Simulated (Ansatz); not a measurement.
# Ru: the cost of one run

Program: Ansatz 0.2.0. Level of theory: DFT PBEsol, scalar-relativistic, plane waves, PAW. These are calculated values, not measurements.

2 further runs of the same task are left out: 2 set aside as unsound or not needed.

## Step 1: The system as given

Symmetry: Fm-3m, No. 225, cubic system. Conventional cell: a = 3.769 Å, b = 3.769 Å, c = 3.769 Å, α = 90.00°, β = 90.00°, γ = 90.00°. Around Ru (site symmetry m-3m) lie 12 Ru at 2.66 Å.

Structure file:

```
Ru
1.0
     0.00000    1.88442    1.88442
     1.88442    0.00000    1.88442
     1.88442    1.88442    0.00000
Ru
1
Direct
  0.00000 0.00000 0.00000
```

This cell was relaxed beforehand with the same method: volume 13.38 Å³/atom, gap on the mesh none (metal).

## Step 2: Cutting the slab

Miller indices refer to the conventional cell of the relaxed bulk, Fm-3m (No. 225): a = 3.769 Å, b = 3.769 Å, c = 3.769 Å, α = 90.00°, β = 90.00°, γ = 90.00°.

A (110) slab, 6.7 Å thick as cut, with 17 Å of vacuum; its outer planes are Ru (top) and Ru (bottom).

The slab as cut. Its planes from the bottom up:

```tsv
plane	atoms per cell	height over the lowest (Å)
1	Ru	0.00
2	Ru	1.33
3	Ru	2.66
4	Ru	4.00
5	Ru	5.33
6	Ru	6.66
```

## Step 3: Relaxing the clean slab

Input file input.yaml:

```yaml
crystal:
  lattice:
    - [2.6649775258, 0.0, 0.0]
    - [0.0, 3.7688473604, 0.0]
    - [0.0, 0.0, 23.6624438145]
  atoms:
    - { symbol: Ru, position: [0.5, 0.5, 0.3592190252] }
    - { symbol: Ru, position: [0.0, 0.0, 0.4155314151] }
    - { symbol: Ru, position: [0.5, 0.5, 0.471843805] }
    - { symbol: Ru, position: [0.0, 0.0, 0.528156195] }
    - { symbol: Ru, position: [0.5, 0.5, 0.5844685849] }
    - { symbol: Ru, position: [0.0, 0.0, 0.6407809748] }
basis:
  ecutwfc: 420
kpoints:
  mp_grid: { grid: [11, 8, 1] }
hamiltonian:
  xc: pbesol
scf:
  occupations: { method: gaussian, width: 0.1 }
output:
  forces: true
  eigenvalues: true
relax:
  adjacent_minimum: "off"
  f_tol: 0.03
  max_steps: 70
  constraints: [{ sites: [0, 1, 2] }]
efield:
  axis: 3
  dipole_correction: true
```

What time and memory should one allow on 1 thread of an Arm CPU, shared host?

About 3.2 min, with a peak of 0.57 GiB.
